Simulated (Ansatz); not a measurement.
# CoO: a tetragonal deformation path

An exercise on one series of results from a longer session: the logs are not shown, and one member is left open.

Program: Ansatz 0.2.0. Level of theory: DFT PBE, scalar-relativistic, plane waves, PAW. These are calculated values, not measurements.

### Starting point

The structure is tetragonal, space group I4/mmm (No. 139). Conventional cell: a = 3.016 Å, b = 3.016 Å, c = 4.214 Å, α = 90.00°, β = 90.00°, γ = 90.00°. Co (site symmetry 4/mmm) has 6 O at 2.11 to 2.13 Å as nearest neighbours. O (site symmetry 4/mmm) is surrounded by 6 Co at 2.11 to 2.13 Å.

Structure file:

```
CELL_PARAMETERS angstrom
-1.50800 1.50800 2.10725
1.50800 -1.50800 2.10725
1.50800 1.50800 -2.10725
ATOMIC_POSITIONS crystal
Co 0.00000 0.00000 0.00000
O 0.50000 0.50000 0.00000
```

The cell is taken as given, not relaxed at this level.

Set-up of the first run:

The input, input.yaml:

```yaml
crystal:
  lattice:
    - [-1.5080001529, 1.5080001529, 2.1072499549]
    - [1.5080001529, -1.5080001529, 2.1072499549]
    - [1.5080001529, 1.5080001529, -2.1072499549]
  atoms:
    - { symbol: Co, position: [0.0, 0.0, 0.0], spin: 2.7 }
    - { symbol: O, position: [0.5, 0.5, 0.0], spin: 0.34 }
basis:
  ecutwfc: 420
kpoints:
  mp_grid: { grid: [24, 24, 24] }
hamiltonian:
  xc: pbe
scf:
  occupations: { method: gaussian, width: 0.15 }
output:
  forces: true
  stress: true
  eigenvalues: true
  populations: true
magnetization:
  spin_polarized: true
```

Run with:

```console
$ ansatz run input.yaml --threads 1 --pin off --max-ram 2560MiB --backend cpu --events-out ev --progress --plain --runs-dir out
```

Steps of the session up to this table: The reference: the undisturbed cell on the scan's mesh; Point ρ = 0.850; At ρ = 1.200; ρ = 0.920; Point ρ = 1.100.

One table of the session follows, with a row left open; its other results are not shown here.

It belongs to the step «The scan collected». 

```
    ρ  ΔE (meV/atom)  pressure (GPa)  moment (μB/cell)
0.850           39.8             8.7              2.76
0.920            5.5             2.2              2.83
1.000            0.0            -0.1              2.90
1.100              ?               ?                 ?
1.200           21.3             5.0              2.64
```

Estimate the missing values for ρ = 1.100.

Worked estimate for «ΔE (meV/atom)». A straight line through the neighbours (1.000, 0.0) and (1.200, 21.3) gives 0.0 + (21.3 − 0.0) × (1.100 − 1.000) / (1.200 − 1.000) = 10.7; a parabola fitted to 3 rows on both sides gives 4.4.

**Answer.** ΔE (meV/atom): 3.6; pressure (GPa): 1.0; moment (μB/cell): 2.81. In «ΔE (meV/atom)» the line misses by +7.1 and the parabola by +0.8.

Limits of these values: Without a U such compounds often come out metallic though many are antiferromagnetic insulators.
